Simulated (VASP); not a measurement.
# Ni (Fm-3m) in VASP: a series of runs

Runs on Ni. Level: LDA. Tasks: relaxation of cell and atoms, electrostatic potential.

Everything below comes from runs of VASP 6.6.1. Logs are shortened: lines on timing, memory, paths and dates and some standing lists are left out, and cuts for length are marked.

### Step 1. The structure

Symmetry: Fm-3m, No. 225, cubic system. The conventional cell has a = 3.470 Å, b = 3.470 Å, c = 3.470 Å, α = 90.00°, β = 90.00°, γ = 90.00°. Ni (site symmetry m-3m) is surrounded by 12 Ni at 2.45 Å.

The cell was built by a generator and needn't be a form met in nature.

### Step 2. Relaxation of cell and atoms, LDA, collinear spin, ferromagnetic start

Input file INCAR:

```
ALGO = Fast ; EDIFF = 1E-7
EDIFFG = -0.005 ; ENCUT = 600
IBRION = 2 ; ISIF = 3
ISMEAR = 1 ; ISPIN = 2
LASPH = True ; LCHARG = False
LMAXMIX = 4 ; LORBIT = 11
LREAL = False ; LWAVE = False
MAGMOM = 0.7 ; NELM = 120
NSW = 40 ; PREC = Accurate
SIGMA = 0.1
```

Input file KPOINTS:

```
k-points
0
Gamma
  20 20 20
```

Input file POSCAR:

```
Ni
1.0
    0.0000000000      1.7350000000      1.7350000000
    1.7350000000      0.0000000000      1.7350000000
    1.7350000000      1.7350000000      0.0000000000
Ni
1
Direct
    0.0000000000      0.0000000000      0.0000000000
```

Potentials or basis: VASP PAW LDA potentials, release 64 (Ni).

Launch:

```
$ cat potpaw_LDA.64/Ni/POTCAR > POTCAR
$ mpirun -np 1 vasp_std > vasp.out
```

OUTCAR:

```text
EDIFF = 1E-7
   EDIFFG = -0.005
   ENCUT = 600
   IBRION = 2
   ISIF = 3
   ISMEAR = 1
   ISPIN = 2
   LASPH = True
   LORBIT = 11
   LREAL = False
   NELM = 120
   NSW = 40
   PREC = Accurate

 ion  position               nearest neighbor table
   1  0.000  0.000  0.000-

  LATTYP: Found a face centered cubic cell.
 ALAT       =     3.4700000000

  Lattice vectors:

 A1 = (   0.0000000000,   1.7350000000,   1.7350000000)
 A2 = (   1.7350000000,   0.0000000000,   1.7350000000)
 A3 = (   1.7350000000,   1.7350000000,   0.0000000000)

Analysis of symmetry for initial positions (statically):
=====================================================================
 Subroutine PRICEL returns:
 Original cell was already a primitive cell.

 Routine SETGRP: Setting up the symmetry group for a
 face centered cubic supercell.

 Subroutine GETGRP returns: Found 48 space group operations
 (whereof 48 operations were pure point group operations)
 out of a pool of 48 trial point group operations.

The static configuration has the point symmetry O_h .

Analysis of symmetry for dynamics (positions and initial velocities):
=====================================================================
 Subroutine PRICEL returns:
 Original cell was already a primitive cell.

 Routine SETGRP: Setting up the symmetry group for a
 face centered cubic supercell.

 Subroutine GETGRP returns: Found 48 space group operations
 (whereof 48 operations were pure point group operations)
 out of a pool of 48 trial point group operations.

The dynamic configuration has the point symmetry O_h .

Analysis of structural, dynamic, and magnetic symmetry:
=====================================================================
 Subroutine PRICEL returns:
 Original cell was already a primitive cell.

 Routine SETGRP: Setting up the symmetry group for a
 face centered cubic supercell.

 Subroutine GETGRP returns: Found 48 space group operations
 (whereof 48 operations were pure point group operations)
 out of a pool of 48 trial point group operations.

The overall configuration has the point symmetry O_h .

 Subroutine INISYM returns: Found 48 space group operations
 (whereof 48 operations are pure point group operations),
 and found     1 'primitive' translations

----------------------------------------------------------------------------------------

                                     Primitive cell

  volume of cell :      10.4455

  direct lattice vectors                    reciprocal lattice vectors
     0.000000000  1.735000000  1.735000000    -0.288184438  0.288184438  0.288184438
     1.735000000  0.000000000  1.735000000     0.288184438 -0.288184438  0.288184438
     1.735000000  1.735000000  0.000000000     0.288184438  0.288184438 -0.288184438

  length of vectors
     2.453660531  2.453660531  2.453660531     0.499150089  0.499150089  0.499150089

  position of ions in fractional coordinates (direct lattice)
     0.000000000  0.000000000  0.000000000

  ion indices of the primitive-cell ions
   primitive index   ion index
                 1           1

----------------------------------------------------------------------------------------

 KPOINTS: k-points

Automatic generation of k-mesh.
 Grid dimensions read from file:
 generate k-points for:   20   20   20

 Generating k-lattice:

  Cartesian coordinates                     Fractional coordinates (reciprocal lattice)
    -0.014409222  0.014409222  0.014409222     0.050000000  0.000000000  0.000000000
     0.014409222 -0.014409222  0.014409222     0.000000000  0.050000000  0.000000000
     0.014409222  0.014409222 -0.014409222     0.000000000  0.000000000  0.050000000

  Length of vectors
     0.024957504  0.024957504  0.024957504

  Shift w.r.t. Gamma in fractional coordinates (k-lattice)
     0.000000000  0.000000000  0.000000000

 Subroutine IBZKPT returns following result:
 ===========================================

 Found    256 irreducible k-points:

 Following reciprocal coordinates:
            Coordinates               Weight
  0.000000  0.000000  0.000000      1.000000
  0.050000  0.000000  0.000000      8.000000
  0.100000  0.000000  0.000000      8.000000
  0.150000  0.000000  0.000000      8.000000
  0.200000  0.000000  0.000000      8.000000
  0.250000  0.000000  0.000000      8.000000
[... 16 lines left out ...]
 -0.400000  0.050000  0.000000     24.000000
 -0.350000  0.050000  0.000000     24.000000
 [... further k-points ...]
   k-points           NKPTS =    256   k-points in BZ     NKDIM =    256   number of bands    NBANDS=      9
   number of dos      NEDOS =    301   number of ions     NIONS =      1
   total plane-waves  NPLWV =   8000
   dimension x,y,z NGX =    20 NGY =   20 NGZ =   20
   dimension x,y,z NGXF=    40 NGYF=   40 NGZF=   40
   ions per type =               1
   NGX,Y,Z   is equivalent  to a cutoff of  13.55, 13.55, 13.55 a.u.
   NGXF,Y,Z  is equivalent  to a cutoff of  27.10, 27.10, 27.10 a.u.
 SYSTEM =  unknown system
   PREC   = accura    normal or accurate (medium, high low for compatibility)
   ISTART =      0    job   : 0-new  1-cont  2-samecut
   ICHARG =      2    charge: 1-file 2-atom 10-const
   ISPIN  =      2    spin polarized calculation?
   LNONCOLLINEAR =      F non collinear calculations
   LSORBIT =      F    spin-orbit coupling
   LASPH  =      T    aspherical Exc in radial PAW
   ENCUT  =  600.0 eV  44.10 Ry    6.64 a.u.   4.90  4.90  4.90*2*pi/ulx,y,z
   NELM   =    120;   NELMIN=  2; NELMDL= -5     # of ELM steps
   EDIFF  = 0.1E-06   stopping-criterion for ELM
   LREAL  =      F    real-space projection
   EDIFFG = -.5E-02   stopping-criterion for IOM
   NSW    =     40    number of steps for IOM
   IBRION =      2    ionic relax: 0-MD 1-quasi-New 2-CG
   NFREE  =      1    steps in history (QN), initial steepest desc. (CG)
   ISIF   =      3    stress and relaxation
   ISYM   =      2    0-nonsym 1-usesym 2-fastsym
   POTIM  = 0.5000    time-step for ionic-motion
   TEBEG  =    0.0;   TEEND  =   0.0 temperature during run
   PSTRESS=    0.0 pullay stress
   NELECT =      10.0000    total number of electrons
   NUPDOWN=      -1.0000    fix difference up-down
   EMIN   =  10.00;   EMAX   =-10.00  energy-range for DOS
   EFERMI =   0.00;   METHOD = LEGACY
   ISMEAR =     1;   SIGMA  =   0.10  broadening in eV -4-tet -1-fermi 0-gaus
   EFERMI_NEDOS =   21; number of points for ismear=-14 and -15
   IALGO  =     68    algorithm
   IMIX   =      4    mixing-type and parameters
     AMIX     =   0.40;   BMIX     =  1.00
     AMIX_MAG =   1.60;   BMIX_MAG =  1.00
  volume/ion in A,a.u.               =      10.45        70.49
  Fermi-wavevector in a.u.,A,eV,Ry     =   1.613487  3.049047 35.420576  2.603339
  Thomas-Fermi vector in A             =   2.708548
   LORBIT       =     11    0 simple, 1 ext, 2 COOP (PROOUT), +10 PAW based schemes
   GGA     = CA    functional components
   LHFCALC =     F    Hartree Fock is set to
   AEXX    =    0.0000 exact exchange contribution
   IVDW    =     0    specifies the selected vdW correction
   LEPSILON=     F    determine dielectric tensor
   LRPA    =     F    only Hartree local field effects (RPA)
 conjugate gradient relaxation of ions
 spin polarized calculation
 RMM-DIIS sequential band-by-band and
 Methfessel and Paxton  Order N= 1 SIGMA  =   0.10
  energy-cutoff  :      600.00
  volume of cell :       10.45
 maximum number of plane-waves:       360
   NGX =  9   NGY =  9   NGZ =  9

--------------------------------------- Ionic step        1  -------------------------------------------

 number of electron      10.0000000 magnetization       0.7000000

 number of electron       9.9999997 magnetization       0.6108006

 Free energy of the ion-electron system (eV)
  ---------------------------------------------------
  ext. energy  EPLUGINS =         0.00000000
  ---------------------------------------------------
  free energy    TOTEN  =        -6.56598975 eV

  energy without entropy =       -6.56619875  energy(sigma->0) =       -6.56605942

 E-fermi :   9.6238     XC(G=0): -13.8559

 val. band max:        9.6236474170   @ k =   0.5000   0.3500   0.1000
 cond. band min:       9.6243466377   @ k =   0.4500   0.4000   0.0000
 fundamental gap:      0.0006992206
 Fermi energy:         9.6238234136

 spin component 1

 k-point     1 :       0.0000    0.0000    0.0000
  band No.  band energies     occupation
      1       0.3487      1.00000
      2       7.1538      1.00000
      3       7.1538      1.00000
      4       7.1538      1.00000
      5       8.3773      1.00000
      6       8.3773      1.00000
      7      33.7437      0.00000
      8      37.8196      0.00000
      9      37.8197      0.00000

 k-point     2 :       0.0500    0.0000    0.0000
  band No.  band energies     occupation
      1       0.4497      1.00000
      2       7.1262      1.00000
      3       7.1775      1.00000
      4       7.1775      1.00000
      5       8.3669      1.00000
      6       8.3669      1.00000
      7      33.4923      0.00000
      8      36.4683      0.00000
      9      37.6071      0.00000
[... 648 lines left out ...]
 POSITION                                       TOTAL-FORCE (eV/Angst)
 -----------------------------------------------------------------------------------
      0.00000      0.00000      0.00000         0.000000      0.000000     -0.000000
 -----------------------------------------------------------------------------------
    total drift:                                0.000000      0.000000      0.000000

  FREE ENERGIE OF THE ION-ELECTRON SYSTEM (eV)
  ---------------------------------------------------
  free  energy   TOTEN  =        -6.5789007959 eV

  energy  without entropy=       -6.5792757227  energy(sigma->0) =       -6.57902577

--------------------------------------- Ionic step        4  -------------------------------------------

 number of electron       9.9999993 magnetization       0.6088433

 Free energy of the ion-electron system (eV)
  ---------------------------------------------------
  ext. energy  EPLUGINS =         0.00000000
  ---------------------------------------------------
  free energy    TOTEN  =        -6.57890029 eV

  energy without entropy =       -6.57927709  energy(sigma->0) =       -6.57902589

 E-fermi :  10.2577     XC(G=0): -14.1078

 val. band max:       10.2558401917   @ k =   0.5000   0.3500   0.1000
 cond. band min:      10.2579696372   @ k =   0.4500   0.4000   0.0000
 fundamental gap:      0.0021294455
 Fermi energy:        10.2577170524

 spin component 1

 k-point     1 :       0.0000    0.0000    0.0000
  band No.  band energies     occupation
      1       0.6813      1.00000
      2       7.6708      1.00000
      3       7.6708      1.00000
      4       7.6708      1.00000
      5       8.9695      1.00000
      6       8.9695      1.00000
      7      34.7193      0.00000
      8      39.1333      0.00000
      9      39.1333      0.00000

 k-point     2 :       0.0500    0.0000    0.0000
  band No.  band energies     occupation
      1       0.7856      1.00000
      2       7.6412      1.00000
      3       7.6960      1.00000
      4       7.6960      1.00000
      5       8.9583      1.00000
      6       8.9583      1.00000
      7      34.4736      0.00000
      8      37.7294      0.00000
      9      38.9134      0.00000
[... 578 lines left out ...]
 POSITION                                       TOTAL-FORCE (eV/Angst)
 -----------------------------------------------------------------------------------
     -0.00000      1.71112      1.71112         0.000000      0.000000      0.000000
 -----------------------------------------------------------------------------------
    total drift:                               -0.000000     -0.000000     -0.000000

  FREE ENERGIE OF THE ION-ELECTRON SYSTEM (eV)
  ---------------------------------------------------
  free  energy   TOTEN  =        -6.5789002894 eV

  energy  without entropy=       -6.5792770917  energy(sigma->0) =       -6.57902589

 reached required accuracy - stopping structural energy minimisation

 total charge

# of ion       s       p       d       tot
------------------------------------------
    1        0.537   0.574   8.367   9.478

 magnetization (x)

# of ion       s       p       d       tot
------------------------------------------
    1       -0.005  -0.019   0.632   0.609
```

Wall time 66 s (1 thread of Intel Xeon 6975P-C (Granite Rapids), shared host); peak memory 0.17 GiB.

What came out:

- Free energy: -6.5789 eV
- Relaxed volume: 10.02 Å³/atom
- Relaxed cell: a = 2.420 Å, b = 2.420 Å, c = 2.420 Å, α = 60.00°, β = 60.00°, γ = 60.00°
- Space group after relaxing (to 0.05 Å): Fm-3m (No. 225)
- Energy gained by relaxing: 12.9 meV/atom
- Ionic steps: 4
- Pressure after relaxing: 0.1 GPa
- Band gap on the k mesh: none (metal or under the smearing width)
- Net moment: 0.61 μB per cell
- Site moments: Ni +0.61 μB
- Valence electrons inside the program's atomic spheres: Ni 9.48

The path:
| step | energy change (eV) | largest force (eV/Å) | pressure (GPa) | volume (Å³) |
| --- | --- | --- | --- | --- |
| 1 | 0.0000 | 0.0000 | -9.43 | 10.45 |
| 2 | 0.0072 | 0.0000 | 14.12 | 9.54 |
| 3 | -0.0129 | 0.0000 | -0.10 | 10.03 |
| 4 | -0.0129 | 0.0000 | 0.06 | 10.02 |

Final structure:
```
CELL_PARAMETERS angstrom
0.00000 1.71112 1.71112
1.71112 0.00000 1.71112
1.71112 1.71112 0.00000
ATOMIC_POSITIONS crystal
Ni 0.00000 0.00000 0.00000
```

Levels at points of the mesh, in eV from the Fermi level:
Spin up:
| k point | band 1 | band 2 | band 3 | band 4 | band 5 | band 6 | band 7 | band 8 | band 9 |
| --- | --- | --- | --- | --- | --- | --- | --- | --- | --- |
| (0.00, 0.00, 0.00) | -9.58 | -2.59 | -2.59 | -2.59 | -1.29 | -1.29 | 24.46 | 28.88 | 28.88 |
| (0.50, 0.00, 0.00) | -5.28 | -2.60 | -2.60 | -0.50 | -0.50 | -0.42 | 6.32 | 22.94 | 26.01 |
| (0.50, 0.50, 0.00) | -5.14 | -4.60 | -0.47 | -0.33 | -0.33 | 2.50 | 10.03 | 15.55 | 15.55 |
Spin down:
| k point | band 2 | band 3 | band 4 | band 5 | band 6 | band 7 | band 8 | band 9 |
| --- | --- | --- | --- | --- | --- | --- | --- | --- |
| (0.00, 0.00, 0.00) | -1.96 | -1.96 | -1.96 | -0.71 | -0.71 | 24.45 | 28.93 | 28.93 |
| (0.50, 0.00, 0.00) | -2.04 | -2.04 | -0.38 | 0.16 | 0.16 | 6.71 | 22.93 | 26.14 |
| (0.50, 0.50, 0.00) | -4.09 | 0.12 | 0.38 | 0.38 | 2.56 | 10.32 | 15.62 | 15.62 |

### Step 3. Electrostatic potential, LDA, collinear spin, ferromagnetic start

This run uses another cell than the first one, of 10.02 Å³/atom, 0.959 times its volume.

Input file INCAR:

```
SYSTEM = Ni
PREC = Accurate ; ENCUT = 520
EDIFF = 1E-7 ; ISMEAR = 1
SIGMA = 0.1 ; LREAL = .FALSE.
LASPH = .TRUE. ; NELM = 100
ALGO = Fast ; ISIF = 2
LWAVE = .FALSE. ; LCHARG = .TRUE.
ISPIN = 2 ; MAGMOM = 0.7
LORBIT = 11 ; LMAXMIX = 4
LVHAR = .TRUE.
```

Input file KPOINTS:

```
regular mesh
0
G
  20 20 20
  0 0 0
```

Input file POSCAR:

```
Ni                                      
1.0
   -0.0000000000      1.7111178332      1.7111178332
    1.7111178332      0.0000000000      1.7111178332
    1.7111178332      1.7111178332      0.0000000000
  Ni            
     1
Direct
     1.0000000000000000    0.0000000000000000    0.0000000000000000
```

Potentials or basis: VASP PAW LDA potentials, release 64 (Ni).

Launch:

```
$ cat potpaw_LDA.64/Ni/POTCAR > POTCAR
$ mpirun -np 1 vasp_std > vasp.out
```

Wall time 21 s (1 thread of Intel Xeon 6975P-C (Granite Rapids), shared host); peak memory 0.14 GiB.

The run converged. Its results:

```
Free energy                                           : -6.5787 eV
Pressure                                              : 0.2 GPa
Band gap on the k mesh                                : none (metal or under the smearing width)
Net moment                                            : 0.61 μB per cell
Site moments                                          : Ni +0.61 μB
Valence electrons inside the program's atomic spheres : Ni 9.48
```

Levels at points of the mesh, in eV from the Fermi level:
Spin up:
| k point | band 2 | band 3 | band 4 | band 5 | band 6 | band 7 | band 8 | band 9 |
| --- | --- | --- | --- | --- | --- | --- | --- | --- |
| (0.00, 0.00, 0.00) | -2.59 | -2.59 | -2.59 | -1.29 | -1.29 | 24.46 | 28.88 | 28.88 |
| (0.50, 0.00, 0.00) | -2.60 | -2.60 | -0.50 | -0.50 | -0.42 | 6.32 | 22.94 | 26.01 |
| (0.50, 0.50, 0.00) | -4.60 | -0.47 | -0.33 | -0.33 | 2.50 | 10.03 | 15.54 | 15.54 |
Spin down:
| k point | band 1 | band 2 | band 3 | band 4 | band 5 | band 6 | band 7 | band 8 | band 9 |
| --- | --- | --- | --- | --- | --- | --- | --- | --- | --- |
| (0.00, 0.00, 0.00) | -9.53 | -1.96 | -1.96 | -1.96 | -0.71 | -0.71 | 24.45 | 28.93 | 28.93 |
| (0.50, 0.00, 0.00) | -4.89 | -2.04 | -2.04 | -0.38 | 0.16 | 0.16 | 6.71 | 22.93 | 26.14 |
| (0.50, 0.50, 0.00) | -4.79 | -4.09 | 0.12 | 0.38 | 0.38 | 2.56 | 10.32 | 15.62 | 15.62 |

(Part 1 of 2 ends here.)
